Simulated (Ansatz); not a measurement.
## SnO₂ (Fm-3m): G0W0 and the treatment of frequencies and band sums

```cif
data_structure
_symmetry_space_group_name_H-M 'P 1'
_symmetry_Int_Tables_number 1
_cell_length_a 3.4459
_cell_length_b 3.4459
_cell_length_c 3.4459
_cell_angle_alpha 60.000
_cell_angle_beta 60.000
_cell_angle_gamma 60.000
_cell_volume 28.93
loop_
_atom_site_label
_atom_site_type_symbol
_atom_site_fract_x
_atom_site_fract_y
_atom_site_fract_z
_atom_site_occupancy
Sn1 Sn 0.00000 0.00000 0.00000 1
O1 O 0.25000 0.25000 0.25000 1
O2 O 0.75000 0.75000 0.75000 1
```

Held fixed (Ansatz):

```yaml
orbitals: PBE
datasets: hard PAW set made for 700 eV
k_mesh: 4×4×4
response_cutoff: 200 eV
wave_cutoff: 700 eV
spin-orbit_coupling: off
```

The gap is read from k = (0.25, -0.5, -0.25) to Γ, linearised, between the Kohn-Sham band edges among the points solved. ε∞ is the electronic dielectric constant on this mesh. Runs with cut sums weigh the q → 0 term analytically. The completed-sum build treats it its own way, which on a coarse mesh shifts the gap as well.

```tsv
treatment	KS gap (eV)	G0W0 gap (eV)	ε∞
contour deformation, sums cut at 186 empty bands	1.53	2.93	4.9
plasmon pole fitted at 27.61i eV, sums cut at 186 empty bands	1.53	2.89	4.9
contour deformation, 76 empty bands and completed sums (trial build, its own q → 0 term)	1.53	3.16	4.9
```

Farthest from contour deformation, sums cut at 186 empty bands in the G0W0 gap: contour deformation, 76 empty bands and completed sums (trial build, its own q → 0 term) (+0.23 eV). The nearest differs by 0.036 eV.

The cell is a model at fixed atoms and needn't be the relaxed known crystal. Points k are given in fractions of the reciprocal vectors. The mesh is coarse, so these are values at the stated settings, not converged ones. Band sums or response are cut, so the gap isn't at its basis limit. The gap is read on the mesh, and the crystal's band edges can lie off it. Meshes this coarse can overestimate the dielectric constant by a tenth and more.
